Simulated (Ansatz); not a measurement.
# Mg: energies, forces and stress near the listed structure

Aim: see how energy, forces, stress and gap of Mg answer to further strains and shifts, swapped elements, other functionals. Nothing is relaxed unless a step says so.

Method: DFT PBE, scalar-relativistic, plane waves, PAW, in Ansatz 0.2.0.

**1. Starting point**

Symmetry: R-3m, No. 166, trigonal system. The conventional cell has a = 3.185 Å, b = 3.185 Å, c = 23.100 Å, α = 90.00°, β = 90.00°, γ = 120.00°. Mg (site symmetry -3m) is surrounded by 12 Mg at 3.16 to 3.19 Å. Around Mg (site symmetry 3m) lie 12 Mg at 3.15 to 3.19 Å.

As a file:

```
Mg
1.0
     1.59269    0.91954    7.69988
    -1.59269    0.91954    7.69988
     0.00000   -1.83908    7.69988
Mg
3
Direct
  0.00000 0.00000 0.00000
  0.22194 0.22194 0.22193
  0.77806 0.77807 0.77807
```

The structure comes from the Materials Project (structure only).

**2. A distortion of lower symmetry**

What differs from the listed cell: strain xx, yy, zz, yz, xz, xy = -3.0, +3.7, -3.4, +3.5, +6.0, -5.8 %; atoms moved by 0.03 Å root mean square, at most 0.04 Å.

File input.yaml:

```yaml
crystal:
  lattice:
    - [1.9535066651, 1.1278447145, 7.5651111145]
    - [-1.1357469345, 1.3118327616, 7.3739877968]
    - [0.5682181882, -1.6395062242, 7.3739905999]
  atoms:
    - { symbol: Mg, position: [-0.0008062788, -0.001325512, -0.001325512] }
    - { symbol: Mg, position: [0.2275872528, 0.2184908242, 0.2184908242] }
    - { symbol: Mg, position: [0.773219026, 0.7828346879, 0.7828346879] }
basis:
  ecutwfc: 420
kpoints:
  mp_grid: { grid: [14, 14, 14] }
hamiltonian:
  xc: pbe
scf:
  occupations: { method: gaussian, width: 0.1 }
output:
  forces: true
  stress: true
  eigenvalues: true
```

Launch:

```
$ ansatz run input.yaml --threads 1 --pin off --max-ram 1331MiB --backend cpu --events-out ev --progress --plain --runs-dir out
```

**3. Substitution of an element, cell strained: Mg → Ca, first probe**

File input.yaml:

```yaml
crystal:
  lattice:
    - [1.7116191043, 0.9882037507, 9.0710190563]
    - [-1.7116191043, 0.9882037507, 9.0710190563]
    - [0.0, -1.9764075012, 9.0710190563]
  atoms:
    - { symbol: Ca, position: [0.0, 0.0, 0.0] }
    - { symbol: Ca, position: [0.2139825745, 0.2139825745, 0.2139825745] }
    - { symbol: Ca, position: [0.7860174255, 0.7860174255, 0.7860174255] }
basis:
  ecutwfc: 420
kpoints:
  mp_grid: { grid: [6, 6, 6] }
hamiltonian:
  xc: pbe
scf:
  occupations: { method: gaussian, width: 0.1 }
output:
  forces: true
  stress: true
  eigenvalues: true
```

**4. Substitution of an element, cell strained: Mg → Ca**

Edit input.yaml of step 3 so:

```diff
@@ -12,3 +12,3 @@
 kpoints:
-  mp_grid: { grid: [6, 6, 6] }
+  mp_grid: { grid: [15, 15, 15] }
 hamiltonian:
```

**5. One element swapped, cell strained: Mg → Ca, first probe**

File input.yaml:

```yaml
crystal:
  lattice:
    - [1.9425347034, 1.121522934, 8.5949798746]
    - [-1.9425347034, 1.121522934, 8.5949798746]
    - [0.0, -2.2430458678, 8.5949798746]
  atoms:
    - { symbol: Ca, position: [0.0, 0.0, 0.0] }
    - { symbol: Ca, position: [0.2298886055, 0.2298886055, 0.2298886055] }
    - { symbol: Ca, position: [0.7701113945, 0.7701113945, 0.7701113945] }
basis:
  ecutwfc: 420
kpoints:
  mp_grid: { grid: [6, 6, 6] }
hamiltonian:
  xc: pbe
scf:
  occupations: { method: gaussian, width: 0.1 }
output:
  forces: true
  stress: true
  eigenvalues: true
```

**6. One element swapped, cell strained: Mg → Ca**

Edit input.yaml of step 5 so:

```diff
@@ -12,3 +12,3 @@
 kpoints:
-  mp_grid: { grid: [6, 6, 6] }
+  mp_grid: { grid: [12, 12, 12] }
 hamiltonian:
@@ -21 +21,2 @@
   eigenvalues: true
+  populations: true
```

**7. Functional and cell changed: PBEsol**

File input.yaml:

```yaml
crystal:
  lattice:
    - [1.6682198786, 0.963147196, 8.0650055095]
    - [-1.6682198786, 0.963147196, 8.0650055095]
    - [0.0, -1.926294392, 8.0650055095]
  atoms:
    - { symbol: Mg, position: [0.0, 0.0, 0.0] }
    - { symbol: Mg, position: [0.22193559, 0.22193559, 0.22193559] }
    - { symbol: Mg, position: [0.77806441, 0.77806441, 0.77806441] }
basis:
  ecutwfc: 420
kpoints:
  mp_grid: { grid: [15, 15, 15] }
hamiltonian:
  xc: pbesol
scf:
  occupations: { method: gaussian, width: 0.1 }
output:
  forces: true
  stress: true
  eigenvalues: true
  write_density: true
  write_potential: true
  elf: true
  volumetric_format: npy
```

Before running it: what results should come out? Wanted: for each run, case; energy; pressure; largest force.

The runs gave:

```
step                                                case  energy (meV/atom)  pressure (GPa)  largest force (eV/Å)  gap on the mesh (eV)
   2                      a distortion of lower symmetry               +0.0             3.0                  0.61                  0.00
   4  substitution of an element, cell strained: Mg → Ca                n/a             9.9                  1.44                  0.00
   6         one element swapped, cell strained: Mg → Ca                n/a             3.0                  0.73                  0.00
   7                 functional and cell changed: PBEsol                n/a            -3.9                  0.00                  0.00
```

Energies are counted from step 2, with the smearing taken to zero. Other atoms or functionals have another zero of energy (n/a). A gap of 0.00 means none on the mesh at this level.

What this shows: 
